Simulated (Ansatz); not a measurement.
Phonon-limited resistivity of ZrN — Ansatz, plane waves and PAW

Space group Fm-3m (No. 225), 2 atoms in the cell of the first input below: a = 3.249 Å, b = 3.249 Å, c = 3.249 Å, α = 60.00°, β = 60.00°, γ = 60.00°.

The cell was built from a prototype of a structure type listed for this compound, relaxed without spin–orbit coupling to zero pressure (pressure 0.0 GPa with this functional, without spin–orbit coupling). Functional: PBE.

Input:

```yaml
crystal:
  lattice:
    - [0.0, 2.2970885462, 2.2970885462]
    - [2.2970885462, 0.0, 2.2970885462]
    - [2.2970885462, 2.2970885462, 0.0]
  atoms:
    - { symbol: Zr, position: [0.5, 0.5, 0.5] }
    - { symbol: "N", position: [0.0, 0.0, 0.0] }
basis:
  ecutwfc: 420
  ecutrho_ratio: 4
kpoints:
  mp_grid: { grid: [12, 12, 12] }
hamiltonian:
  xc: pbe
scf:
  occupations: { method: methfessel_paxton, width: 0.2 }
output: {}
phonons:
  supercell: [2, 2, 2]
  qpath:
    path:
      - [[0.0, 0.0, 0.0], [0.5, 0.0, 0.5], [0.625, 0.25, 0.625]]
      - [[0.375, 0.375, 0.75], [0.0, 0.0, 0.0], [0.5, 0.5, 0.5], [0.5, 0.25, 0.75], [0.5, 0.0, 0.5]]
    npoints: 6
  electrical_resistivity: { mesh: [24, 24, 24], temperatures: [50, 100, 200, 300, 500] }
  superconductivity: { mesh: [24, 24, 24], eliashberg_equations: false }
```

```bash
ansatz run input.yaml --threads 8 --pin off --max-ram 15360MiB --backend cpu --events-out ev --progress --plain --runs-dir out
```

Time: 42 s on 8 threads of Arm Neoverse V1, with other jobs on the host, peak memory 1.4 GiB.

λ_tr,xx from the finest mesh down: 0.762, 0.752, 0.690. The next coarser mesh moves the resistivity at 300 K by 6 % along the axis that moves most.

The run gives λ_tr,xx = 0.762 and a Drude plasma energy ħω_p,xx = 8.48 eV.

Q: Estimate the resistivity along x at 300 K from the high-temperature formula.

A: ħ/τ = 2π λ_tr k_B T = 0.1238 eV and ρ = 1/(ε0 ω_p² τ) = 12.80 μΩ cm. The Boltzmann solution gives 10.13 μΩ cm, so the estimate is 26 % high.

```csv
T (K),ρ_xx (μΩ cm),ρ_zz (μΩ cm),"formula, xx","R_H, field along x, y or z (10⁻¹¹ m³/C)"
50,0.07,0.07,2.13,-15.7
100,1.08,1.08,4.27,-15.4
200,5.26,5.26,8.53,-13.8
300,10.13,10.13,12.80,-13.5
500,19.49,19.49,21.33,-13.4
```

At 300 K the next coarser mesh moves R_H by under 1 %.

At 50 K the solution is 0.033 times the linear formula, and at 500 K 0.91 times. The formula is meant for temperatures above the phonon energies and for bands that vary little within k_B T.

Caveats: not converged in the fine mesh; small supercell, couplings not converged in it.

The resistivity rises faster than linearly over the whole temperature range and approaches the high-temperature formula only from below. The formula treats every phonon as classically populated, whereas the stiff vibrations of the light nitrogen atoms are still partly frozen out at room temperature. On further cooling the heavier, Zr-dominated acoustic modes also freeze out, and the remaining long-wavelength phonons scatter mostly through small angles, which relaxes the current poorly. The equal xx and zz values follow from cubic symmetry.

The negative Hall coefficient indicates electron-like transport. Its magnitude at 300 K is close to that expected for a single conduction electron per formula unit, in line with filled N 2p-derived bands and one electron left in Zr 4d states. Its modest decrease on warming probably reflects scattering that becomes more uniform over the Fermi surface. These values describe the phonon contribution in an ideal crystal; nitrogen vacancies and impurities in real samples would add a residual resistivity that dominates at low temperature.
